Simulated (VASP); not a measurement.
Wanted: the native input for a VASP 6.6.1 run.

| Quantity | Value |
| --- | --- |
| Task | single point |
| Functional | PBE |
| Potentials or basis | VASP PAW PBE potentials, release 64 (Al, As) |
| Cutoff | 520 eV |
| k mesh | 6 × 6 × 6 |
| Occupations | gaussian, width 0.1 eV |
| Spin | no spin polarisation |
| Dipole correction | no |
| Further INCAR settings | ALGO = Normal; EDIFF = 1e-07; NBANDS = 11 |

The structure of AlAs lies in POSCAR:

```
AlAs
1.0
    0.0000000000      2.9122506862      2.9122506862
    2.9122506862      0.0000000000      2.9122506862
    2.9122506862      2.9122506862      0.0000000000
Al As
1 1
Direct
    0.0000000000      0.0000000000      0.0000000000
    0.7500000000      0.7500000000      0.7500000000
```

The cell isn't the ideal one: P replaced by As, lengths x 1.032, strained and moved within the space group.

These files were run (other wordings do the same):

INCAR

```
SYSTEM = AlAs
PREC = Accurate
ENCUT = 520
EDIFF = 1E-7
ISMEAR = 0
SIGMA = 0.1
LREAL = .False.
LASPH = .True.
NELM = 100
ALGO = Normal
ISIF = 2
LWAVE = .False.
LCHARG = .False.
GGA = PE
NBANDS = 11
```

KPOINTS

```
Automatic mesh
0
Gamma
  6 6 6
  0 0 0
```

Potentials or basis: VASP PAW PBE potentials, release 64 (Al, As).

Launch:

```sh
$ cat potpaw_PBE.64/Al/POTCAR potpaw_PBE.64/As/POTCAR > POTCAR
$ mpirun -np 1 vasp_std > vasp.out
```

It gave:

| Quantity | Value |
| --- | --- |
| Pressure | -2.9 GPa |
| Band gap on the k mesh | 1.40 eV, direct |

Run time: 7.7 s on 1 thread of AMD EPYC 9R14 (Zen 4) (shared host), peak memory 0.14 GiB.
